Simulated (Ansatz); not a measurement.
## SiNi$_{3}$: enthalpy under pressure, worked through

All numbers below come from DFT PBEsol, scalar-relativistic, plane waves, PAW (Ansatz 0.2.0). Settings: 420 eV cutoff, 12×12×12 k-mesh, Gaussian smearing of 0.10 eV, no spin polarisation.

Reference structure (relaxed):

```yaml
crystal:
  lattice:
    - [3.46125, 0.00000, 0.00000]
    - [0.00000, 3.46125, 0.00000]
    - [0.00000, 0.00000, 3.46125]
  atoms:
    - { symbol: Si, position: [0.00000, 0.00000, 0.00000] }
    - { symbol: Ni, position: [0.00000, 0.50000, 0.50000] }
    - { symbol: Ni, position: [0.50000, 0.00000, 0.50000] }
    - { symbol: Ni, position: [0.50000, 0.50000, 0.00000] }
```

Cell and atoms were relaxed at each target pressure within the start's symmetry (Pm-3m), at zero temperature; other phases can be more stable under pressure. H = E + PV with P the target; E is the free energy at the smearing used, whose derivative the pressure is, per atom and counted from zero pressure. Spin polarisation was left out, and a magnetic state may lie lower.

| P (GPa) | V (Å³/atom) | E − E0 (meV) | H − H0 (meV) |
| --- | --- | --- | --- |
| 0 | 10.367 | 0.0 | 0.0 |
| 2 | 10.279 | 0.5 | 128.9 |
| 5 | 10.158 | 3.2 | 320.2 |
| 10 | 9.975 | 11.8 | 634.4 |
| 20 | 9.659 | 41.2 | 1246.9 |
| 40 | 9.152 | 134.6 | 2419.6 |

Q: Thermodynamics gives dH/dP = V along a relaxed path. Integrate V over P by the trapezoid rule and compare with the computed enthalpies.

A: With 1 eV/Å³ = 160.22 GPa, each step adds the mean volume times ΔP / 160.22:
| P (GPa) | ∫V dP (meV) | H − H0 (meV) | difference (meV) |
| --- | --- | --- | --- |
| 2 | 128.9 | 128.9 | 0.0 |
| 5 | 320.2 | 320.2 | 0.0 |
| 10 | 634.4 | 634.4 | 0.0 |
| 20 | 1247.1 | 1246.9 | 0.2 |
| 40 | 2421.2 | 2419.6 | 1.6 |

V(P) curves upward, so the trapezoid rule runs high; integrating a smooth curve through the same points puts that excess at about 1.8 meV at 40 GPa, against the 1.6 meV found.

Q: At 40 GPa, how much of the enthalpy change is stored energy and how much is the PV term?

A: E rises by 135 meV/atom and PV is 40 × 9.152 / 160.22 = 2285 meV/atom, so PV makes 94 % of ΔH. So between rival structures at high pressure a small difference in volume can outweigh the difference in energy: 1 % of this volume is worth 22.8 meV/atom at this pressure.

Q: What bulk modulus do the lowest pressures give?

A: From the pressures that the runs reached, -1.97 GPa (10.452 Å³) and 2.03 GPa (10.279 Å³), B = −ΔP/Δln V = 4.00 / 0.0167 = 240 GPa, a mean over that range.